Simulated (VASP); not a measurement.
# CdSe (Cadmoselite) (P6_3mc) in VASP: notebook, part 2 of 2

VASP 6.6.1. Earlier steps stand in the parts before.

**3. Relaxation of cell and atoms, PBEsol**

This run uses another cell than the first one, of 28.29 Å³/atom, 1.007 times its volume.

File INCAR:

```
SYSTEM = CdSe
ALGO     = Normal         ! electronic algorithm
EDIFF    = 1E-7           ! SCF threshold, eV
EDIFFG   = -0.005         ! ionic threshold
ENCUT    = 600            ! plane-wave cutoff, eV
GGA      = PS             ! functional
IBRION   = 2              ! ionic algorithm
ISIF     = 3              ! what is computed and relaxed
ISMEAR   = 0              ! smearing method
KPAR     = 2            
LASPH    = .True.         ! aspherical terms in the spheres
LCHARG   = .False.        ! write CHGCAR
LREAL    = .False.        ! projectors in reciprocal space
LWAVE    = .False.        ! write WAVECAR
NELM     = 80             ! most SCF steps
NSW      = 90             ! ionic steps
PREC     = Accurate       ! precision mode
SIGMA    = 0.03           ! smearing width, eV
```

File KPOINTS:

```
k-points
0
Gamma
  9 9 4
  0 0 0
```

File POSCAR:

```
CdSe                                    
1.0
    4.3096852295      0.0000000000      0.0000000000
   -2.1548426148      3.7322968911     -0.0000000000
    0.0000000000     -0.0000000000      7.0351851828
  Cd              Se            
     2     2
Direct
     0.3333333332999970    0.6666666667000030    0.0046653508420677
     0.6666666667000030    0.3333333332999970    0.5046653508420678
     0.3333333332999970    0.6666666667000030    0.3803346491579304
     0.6666666667000030    0.3333333332999970    0.8803346491579302
```

Potentials or basis: VASP PAW PBE potentials, release 64 (Cd, Se).

The run is started by

```
$ cat potpaw_PBE.64/Cd/POTCAR potpaw_PBE.64/Se/POTCAR > POTCAR
$ mpirun -np 2 vasp_std > vasp.out
```

OUTCAR:

```text
SYSTEM = CdSe
   EDIFF = 1E-7
   EDIFFG = -0.005
   ENCUT = 600
   GGA = PS
   IBRION = 2
   ISIF = 3
   ISMEAR = 0
   LASPH = .True.
   LREAL = .False.
   NELM = 80
   NSW = 90
   PREC = Accurate

 ion  position               nearest neighbor table
   1  0.333  0.667  0.005-   4 2.64   4 2.64   4 2.64   3 2.64
   2  0.667  0.333  0.505-   3 2.64   3 2.64   3 2.64   4 2.64
   3  0.333  0.667  0.380-   2 2.64   2 2.64   2 2.64   1 2.64
   4  0.667  0.333  0.880-   1 2.64   1 2.64   1 2.64   2 2.64

  LATTYP: Found a hexagonal cell.
 ALAT       =     4.3096852295
 C/A-ratio  =     1.6324127652

  Lattice vectors:

 A1 = (   4.3096852295,   0.0000000000,   0.0000000000)
 A2 = (  -2.1548426148,   3.7322968911,   0.0000000000)
 A3 = (   0.0000000000,   0.0000000000,   7.0351851828)

Analysis of symmetry for initial positions (statically):
=====================================================================
 Subroutine PRICEL returns:
 Original cell was already a primitive cell.

 Routine SETGRP: Setting up the symmetry group for a
 hexagonal supercell.

 Subroutine GETGRP returns: Found 12 space group operations
 (whereof  6 operations were pure point group operations)
 out of a pool of 24 trial point group operations.

The static configuration has the point symmetry C_3v.
 The point group associated with its full space group is C_6v.

Analysis of symmetry for dynamics (positions and initial velocities):
=====================================================================
 Subroutine PRICEL returns:
 Original cell was already a primitive cell.

 Routine SETGRP: Setting up the symmetry group for a
 hexagonal supercell.

 Subroutine GETGRP returns: Found 12 space group operations
 (whereof  6 operations were pure point group operations)
 out of a pool of 24 trial point group operations.

The dynamic configuration has the point symmetry C_3v.
 The point group associated with its full space group is C_6v.

 Subroutine INISYM returns: Found 12 space group operations
[... 123 lines left out ...]
  Fermi-wavevector in a.u.,A,eV,Ry     =   1.117575  2.111910 16.993313  1.248973
  Thomas-Fermi vector in A             =   2.254199
   LORBIT       =      0    0 simple, 1 ext, 2 COOP (PROOUT), +10 PAW based schemes
   GGA     = PS    functional components
   LHFCALC =     F    Hartree Fock is set to
   AEXX    =    0.0000 exact exchange contribution
   IVDW    =     0    specifies the selected vdW correction
   LEPSILON=     F    determine dielectric tensor
   LRPA    =     F    only Hartree local field effects (RPA)
 conjugate gradient relaxation of ions
 non-spin polarized calculation
 Gauss-broadening in eV      SIGMA  =   0.03
  energy-cutoff  :      600.00
  volume of cell :      113.16
 maximum number of plane-waves:      3801
 NGX is ok and might be reduce to    36
   NGX = 17   NGY = 17   NGZ = 29

 number of electron      35.9999999 magnetization

 Free energy of the ion-electron system (eV)
  ---------------------------------------------------
  ext. energy  EPLUGINS =         0.00000000
  ---------------------------------------------------
  free energy    TOTEN  =       -12.35228190 eV

  energy without entropy =      -12.35228190  energy(sigma->0) =      -12.35228190

 E-fermi :   0.9111     XC(G=0):  -9.0652

 val. band max:        0.7717562927   @ k =   0.0000   0.0000   0.0000
 cond. band min:       1.2999325493   @ k =   0.0000   0.0000   0.0000
 fundamental gap:      0.5281762567
 Fermi energy:         0.9110847814

 k-point     1 :       0.0000    0.0000    0.0000
  band No.  band energies     occupation
      1     -11.8277      2.00000
      2     -11.4478      2.00000
      3      -7.1169      2.00000
      4      -7.1101      2.00000
      5      -7.1101      2.00000
      6      -7.0426      2.00000
[... 589 lines left out ...]
     21       5.3504      0.00000
     22       7.1063      0.00000

 [... further k-points ...]

------------------------ aborting loop because EDIFF is reached ----------------------------------------

  FORCE on cell =-STRESS in cart. coord.  units (eV):
  Direction    XX          YY          ZZ          XY          YZ          ZX
  --------------------------------------------------------------------------------------
  -------------------------------------------------------------------------------------
  Total        0.0013974      0.0013974     -0.0011806     -0.0000000      0.0000000     -0.0000000
  in kB        0.0197845      0.0197845     -0.0167161     -0.0000000      0.0000000     -0.0000000
  external PRESSURE =       0.0076176 kB  Pullay stress =       0.0000000 kB

 VOLUME and BASIS-vectors are now :
 -----------------------------------------------------------------------------
  energy-cutoff  :      600.00
  volume of cell :      113.16
      direct lattice vectors                 reciprocal lattice vectors
     4.309685230  0.000000000  0.000000000     0.232035508  0.133965763  0.000000000
    -2.154842615  3.732296891  0.000000000     0.000000000  0.267931526  0.000000000
     0.000000000  0.000000000  7.035185183     0.000000000  0.000000000  0.142142669

 POSITION                                       TOTAL-FORCE (eV/Angst)
 -----------------------------------------------------------------------------------
     -0.00000      2.48820      0.03282        -0.000000      0.000000      0.000542
      2.15484      1.24410      3.55041         0.000000     -0.000000      0.000542
     -0.00000      2.48820      2.67572         0.000000     -0.000000     -0.000542
      2.15484      1.24410      6.19332        -0.000000      0.000000     -0.000542
 -----------------------------------------------------------------------------------
    total drift:                               -0.000000      0.000000     -0.000535

  FREE ENERGIE OF THE ION-ELECTRON SYSTEM (eV)
  ---------------------------------------------------
  free  energy   TOTEN  =       -12.3522819018 eV

  energy  without entropy=      -12.3522819018  energy(sigma->0) =      -12.35228190

 reached required accuracy - stopping structural energy minimisation
```

Wall time 38 s (2 MPI ranks of Intel Xeon 6975P-C (Granite Rapids), shared host); peak memory 0.3 GiB.

What came out:

* Free energy: -12.3523 eV
* Pressure after relaxing: 0.0 GPa
* Band gap on the k mesh: 0.53 eV, direct

Final structure:
```
Cd Se
1.0
     4.30969    0.00000    0.00000
    -2.15484    3.73230    0.00000
     0.00000    0.00000    7.03519
Cd Se
2 2
Direct
  0.33333 0.66667 0.00467
  0.66667 0.33333 0.50467
  0.33333 0.66667 0.38033
  0.66667 0.33333 0.88033
```

Caveat: the relaxation stopped at its first step, so nothing moved; the PAW data sets were made with another functional, which shifts forces and pressure a little.

**4. Relaxation of cell and atoms, RPBE**

File INCAR:

```
  PREC = Accurate
  ENCUT = 600
  EDIFF = 1E-6
  ISMEAR = 0
  SIGMA = 0.03
  LREAL = False
  LASPH = True
  NELM = 80
  ALGO = Normal
  ISIF = 3
  LWAVE = False
  LCHARG = False
  GGA = RP
  IBRION = 2
  NSW = 90
  EDIFFG = -0.01
```

File KPOINTS:

```
Automatic mesh
0
Gamma
  9 9 4
```

File POSCAR:

```
CdSe
1.0
    4.3000000000      0.0000000000      0.0000000000
   -2.1500000000      3.7239092363      0.0000000000
    0.0000000000      0.0000000000      7.0200000000
Cd Se
2 2
Direct
    0.3333333333      0.6666666667      0.0000000000
    0.6666666667      0.3333333333      0.5000000000
    0.3333333333      0.6666666667      0.3850000000
    0.6666666667      0.3333333333      0.8850000000
```

Potentials or basis: VASP PAW PBE potentials, release 64 (Cd, Se).

The run is started by

```
$ cat potpaw_PBE.64/Cd/POTCAR potpaw_PBE.64/Se/POTCAR > POTCAR
$ mpirun -np 1 vasp_std > vasp.out
```

OUTCAR:

```text
PREC = Accurate
   ENCUT = 600
   EDIFF = 1E-6
   ISMEAR = 0
   LREAL = False
   LASPH = True
   NELM = 80
   ISIF = 3
   GGA = RP
   IBRION = 2
   NSW = 90
   EDIFFG = -0.01

 ion  position               nearest neighbor table
   1  0.333  0.667  0.000-   4 2.61   4 2.61   4 2.61   3 2.70
   2  0.667  0.333  0.500-   3 2.61   3 2.61   3 2.61   4 2.70
   3  0.333  0.667  0.385-   2 2.61   2 2.61   2 2.61   1 2.70
   4  0.667  0.333  0.885-   1 2.61   1 2.61   1 2.61   2 2.70

  LATTYP: Found a hexagonal cell.
 ALAT       =     4.3000000000
 C/A-ratio  =     1.6325581395

  Lattice vectors:

 A1 = (   4.3000000000,   0.0000000000,   0.0000000000)
 A2 = (  -2.1500000000,   3.7239092363,   0.0000000000)
 A3 = (   0.0000000000,   0.0000000000,   7.0200000000)

Analysis of symmetry for initial positions (statically):
=====================================================================
 Subroutine PRICEL returns:
 Original cell was already a primitive cell.

 Routine SETGRP: Setting up the symmetry group for a
 hexagonal supercell.

 Subroutine GETGRP returns: Found 12 space group operations
[... 180 lines left out ...]
  --------------------------------------------------------------------------------------
  -------------------------------------------------------------------------------------
  Total        4.2099756      4.2099756      2.6546065      0.0000000      0.0000000      0.0000000
  in kB       60.0047334     60.0047334     37.8360759      0.0000000      0.0000000      0.0000000
  external PRESSURE =      52.6151809 kB  Pullay stress =       0.0000000 kB
[... 253 lines left out ...]
--------------------------------------- Ionic step        8  -------------------------------------------

 number of electron      35.9999997 magnetization

 Free energy of the ion-electron system (eV)
  ---------------------------------------------------
  ext. energy  EPLUGINS =         0.00000000
  ---------------------------------------------------
  free energy    TOTEN  =        -9.75284811 eV

  energy without entropy =       -9.75284811  energy(sigma->0) =       -9.75284811

 E-fermi :   0.4684     XC(G=0):  -8.1647

 val. band max:        0.3107386012   @ k =   0.0000   0.0000   0.0000
 cond. band min:       0.9195150999   @ k =   0.0000   0.0000   0.0000
 fundamental gap:      0.6087764987
 Fermi energy:         0.4683792918

 k-point     1 :       0.0000    0.0000    0.0000
  band No.  band energies     occupation
      1     -11.7169      2.00000
      2     -11.4304      2.00000
      3      -7.3406      2.00000
      4      -7.3373      2.00000
      5      -7.3373      2.00000
      6      -7.2877      2.00000
[... 589 lines left out ...]
     21       5.3228      0.00000
     22       6.6329      0.00000

 [... further k-points ...]

------------------------ aborting loop because EDIFF is reached ----------------------------------------

  FORCE on cell =-STRESS in cart. coord.  units (eV):
  Direction    XX          YY          ZZ          XY          YZ          ZX
  --------------------------------------------------------------------------------------
  -------------------------------------------------------------------------------------
  Total        0.0239175      0.0239175     -0.0133753      0.0000000      0.0000000      0.0000000
  in kB        0.3072460      0.3072460     -0.1718204      0.0000000      0.0000000      0.0000000
  external PRESSURE =       0.1475572 kB  Pullay stress =       0.0000000 kB
[... 19 lines left out ...]
  FREE ENERGIE OF THE ION-ELECTRON SYSTEM (eV)
  ---------------------------------------------------
  free  energy   TOTEN  =        -9.7528481132 eV

  energy  without entropy=       -9.7528481132  energy(sigma->0) =       -9.75284811

 reached required accuracy - stopping structural energy minimisation
```

OSZICAR:

```text
N       E                     dE             d eps       ncg     rms          rms(c)
DAV:   1     0.266642994236E+03    0.26664E+03   -0.18804E+04  1584   0.165E+03
DAV:   2     0.432149065163E+01   -0.26232E+03   -0.25747E+03  1740   0.370E+02
DAV:   3    -0.101293100719E+02   -0.14451E+02   -0.14410E+02  1914   0.855E+01
[... 73 lines left out ...]
DAV:   3    -0.975283172613E+01    0.32988E-02   -0.61591E-03  1794   0.650E-01    0.894E-02
DAV:   4    -0.975284399982E+01   -0.12274E-04   -0.81537E-04  1674   0.262E-01    0.513E-02
DAV:   5    -0.975284185601E+01    0.21438E-05   -0.27737E-05  1794   0.431E-02    0.203E-02
DAV:   6    -0.975284712420E+01   -0.52682E-05   -0.11703E-05  1716   0.220E-02    0.591E-03
DAV:   7    -0.975284811324E+01   -0.98904E-06   -0.11668E-06  1350   0.718E-03
   8 F= -.97528481E+01 E0= -.97528481E+01  d E =-.626649E-03
```

It took 7.4 min on 1 thread of AMD EPYC 7R13 (Zen 3), shared host; peak memory 0.29 GiB.

Results:

```yaml
Free_energy: -9.7528 eV
Relaxed_volume: 31.18 Å³/atom
Relaxed_cell: a = 4.451 Å, b = 4.451 Å, c = 7.270 Å, α = 90.00°, β = 90.00°, γ = 120.00°
Space_group_after_relaxing_to_0.05_Å: P6_3mc (No. 186)
Energy_gained_by_relaxing: 50.3 meV/atom
Ionic_steps: 8
Pressure_after_relaxing: 0.0 GPa
Band_gap_on_the_k_mesh: 0.61 eV, direct
```

Forces in eV/Å, atoms in the order of the input:
```
Cd   0.000  0.000  0.003
Cd   0.000  0.000  0.003
Se   0.000  0.000 -0.003
Se   0.000  0.000 -0.003
```

The path:
```csv
step,energy change (eV),largest force (eV/Å),pressure (GPa),volume (Å³)
1,0.0000,0.2965,5.26,112.41
2,-0.1871,0.0435,-0.96,128.09
3,-0.1972,0.0768,0.00,124.78
4,-0.1972,0.0739,-0.08,125.04
5,-0.1983,0.0569,-0.07,124.98
6,-0.2003,0.0035,-0.02,124.83
7,-0.2005,0.0204,0.00,124.76
8,-0.2011,0.0028,0.01,124.72
```

Final structure:
```yaml
crystal:
  lattice:
    - [4.45069, 0.00000, 0.00000]
    - [-2.22535, 3.85441, 0.00000]
    - [0.00000, 0.00000, 7.27031]
  atoms:
    - { symbol: Cd, position: [0.33333, 0.66667, 0.00460] }
    - { symbol: Cd, position: [0.66667, 0.33333, 0.50460] }
    - { symbol: Se, position: [0.33333, 0.66667, 0.38040] }
    - { symbol: Se, position: [0.66667, 0.33333, 0.88040] }
```

Levels at points of the mesh, in eV from the valence-band top:
| k point | band 16 | band 17 | band 18 | band 19 | band 20 | band 21 |
| --- | --- | --- | --- | --- | --- | --- |
| (0.00, 0.00, 0.00) | -0.04 | 0.00 | 0.00 | 0.61 | 2.22 | 5.93 |
| (0.00, 0.00, 0.50) | -0.32 | -0.32 | -0.32 | 2.28 | 2.28 | 5.83 |

Caveat: the PAW data sets were made with another functional, which shifts forces and pressure a little; the volume moved by +11 % from the deposited cell, more than functionals usually miss.

**5. Relaxation of cell and atoms, RPBE**

This run uses another cell than the first one, of 31.18 Å³/atom, 1.110 times its volume.

Edit INCAR of step 4 so:

```diff
@@ -2,3 +2,3 @@
   ENCUT = 600
-  EDIFF = 1E-6
+  EDIFF = 1E-7
   ISMEAR = 0
@@ -15,2 +15,2 @@
   NSW = 90
-  EDIFFG = -0.01
+  EDIFFG = -0.005
```

KPOINTS is that of step 4.

File POSCAR:

```
CdSe                                    
1.0
    4.4506942843      0.0000000000      0.0000000000
   -2.2253471422      3.8544143147      0.0000000000
    0.0000000000      0.0000000000      7.2703131988
  Cd              Se            
     2     2
Direct
     0.3333333332999970    0.6666666667000030    0.0046016097580370
     0.6666666667000030    0.3333333332999970    0.5046016097580371
     0.3333333332999970    0.6666666667000030    0.3803983902419610
     0.6666666667000030    0.3333333332999970    0.8803983902419609
```

The run is started by

```
$ cat potpaw_PBE.64/Cd/POTCAR potpaw_PBE.64/Se/POTCAR > POTCAR
$ mpirun -np 1 vasp_std > vasp.out
```

Run time: 2.2 min. Hardware: 1 thread of AMD EPYC 7R13 (Zen 3), shared host; peak memory 0.3 GiB.

It converged, with:

* Free energy: -9.7558 eV
* Relaxed volume: 31.18 Å³/atom
* Relaxed cell: a = 4.451 Å, b = 4.451 Å, c = 7.268 Å, α = 90.00°, β = 90.00°, γ = 120.00°
* Space group after relaxing (to 0.05 Å): P6_3mc (No. 186)
* Energy gained by relaxing: 0.0 meV/atom
* Ionic steps: 2
* Pressure after relaxing: 0.0 GPa
* Band gap on the k mesh: 0.61 eV, direct

Final structure:
```
Cd Se
1.0
     4.45124    0.00000    0.00000
    -2.22562    3.85488    0.00000
     0.00000    0.00000    7.26758
Cd Se
2 2
Direct
  0.33333 0.66667 0.00462
  0.66667 0.33333 0.50462
  0.33333 0.66667 0.38038
  0.66667 0.33333 0.88038
```

Levels at points of the mesh, in eV from the valence-band top:
```csv
k point,band 15,band 16,band 17,band 18,band 19,band 20,band 21,band 22
"(0.00, 0.00, 0.00)",-0.62,-0.04,0.00,0.00,0.61,2.22,5.93,5.93
"(0.00, 0.00, 0.50)",-0.32,-0.32,-0.32,-0.32,2.28,2.28,5.84,5.84
```

Caveat: the PAW data sets were made with another functional, which shifts forces and pressure a little.

**6. Relaxation of cell and atoms, PBE**

File INCAR:

```
SYSTEM = CdSe
ALGO = Normal ; EDIFF = 1E-6
EDIFFG = -0.01 ; ENCUT = 600
GGA = PE ; IBRION = 2
ISIF = 3 ; ISMEAR = 0
LASPH = .TRUE. ; LCHARG = .FALSE.
LREAL = .FALSE. ; LWAVE = .FALSE.
NELM = 80 ; NSW = 90
PREC = Accurate ; SIGMA = 0.03
```

File KPOINTS:

```
k-points
0
G
  9 9 4
  0 0 0
```

File POSCAR:

```
CdSe
1.0
    4.3000000000      0.0000000000      0.0000000000
   -2.1500000000      3.7239092363      0.0000000000
    0.0000000000      0.0000000000      7.0200000000
Cd Se
2 2
Direct
    0.3333333333      0.6666666667      0.0000000000
    0.6666666667      0.3333333333      0.5000000000
    0.3333333333      0.6666666667      0.3850000000
    0.6666666667      0.3333333333      0.8850000000
```

Potentials or basis: VASP PAW PBE potentials, release 64 (Cd, Se).

The run is started by

```
$ cat potpaw_PBE.64/Cd/POTCAR potpaw_PBE.64/Se/POTCAR > POTCAR
$ mpirun -np 1 vasp_std > vasp.out
```

Wall time 5.1 min (1 thread of Intel Xeon Platinum 8488C (Sapphire Rapids), shared host); peak memory 0.34 GiB.

Results (log left out):

```yaml
Free_energy: -10.9929 eV
Relaxed_volume: 29.90 Å³/atom
Relaxed_cell: a = 4.389 Å, b = 4.389 Å, c = 7.167 Å, α = 90.00°, β = 90.00°, γ = 120.00°
Space_group_after_relaxing_to_0.05_Å: P6_3mc (No. 186)
Energy_gained_by_relaxing: 21.9 meV/atom
Ionic_steps: 9
Pressure_after_relaxing: 0.0 GPa
Largest_force_after_relaxing: 0.007 eV/Å
Band_gap_on_the_k_mesh: 0.53 eV, direct
```

Forces in eV/Å, atoms in the order of the input:
```
Cd   0.000  0.000  0.007
Cd   0.000  0.000  0.007
Se   0.000  0.000 -0.007
Se   0.000  0.000 -0.007
```

The path:
```tsv
step	energy change (eV)	largest force (eV/Å)	pressure (GPa)	volume (Å³)
1	0.0000	0.2908	3.29	112.41
2	-0.0773	0.0487	-0.86	122.04
3	-0.0835	0.0922	-0.09	119.80
4	-0.0835	0.0953	-0.01	119.65
5	-0.0848	0.0650	0.04	119.49
6	-0.0857	0.0135	0.14	119.23
7	-0.0868	0.0095	0.02	119.52
8	-0.0874	0.0029	-0.14	119.97
9	-0.0877	0.0071	0.01	119.58
```

Final structure:
```
CELL_PARAMETERS angstrom
4.38945 0.00000 0.00000
-2.19473 3.80138 0.00000
0.00000 0.00000 7.16659
ATOMIC_POSITIONS crystal
Cd 0.33333 0.66667 0.00453
Cd 0.66667 0.33333 0.50453
Se 0.33333 0.66667 0.38047
Se 0.66667 0.33333 0.88047
```

Levels at points of the mesh, in eV from the valence-band top:
| k point | band 14 | band 15 | band 16 | band 17 | band 18 | band 19 | band 20 | band 21 | band 22 |
| --- | --- | --- | --- | --- | --- | --- | --- | --- | --- |
| (0.00, 0.00, 0.00) | -0.68 | -0.68 | -0.04 | 0.00 | 0.00 | 0.53 | 2.14 | 5.85 | 5.85 |
| (0.00, 0.00, 0.50) | -2.51 | -0.35 | -0.35 | -0.35 | -0.35 | 2.25 | 2.25 | 5.75 | 5.75 |

**7. Overview**

| level | gap on the mesh (eV) | pressure (GPa) | relaxed volume (Å³/atom) |
| --- | --- | --- | --- |
| PBEsol | 0.53 | 0.0 | - |
| RPBE | 0.61 | 0.0 | 31.18 |
| PBE | 0.53 | 0.0 | 29.90 |

Alike in all rows: task relaxation of cell and atoms; potentials or basis VASP PAW PBE potentials, release 64 (Cd, Se); no spin polarisation; cell relaxed; k mesh 9 × 9 × 4; cutoff (eV) 600; smearing gaussian 0.03 eV.

Caveats: the PAW data sets were made with another functional, which shifts forces and pressure a little (some runs); the relaxation stopped at its first step, so nothing moved (some runs).

Absolute energies hang on the potentials; compare differences alone.
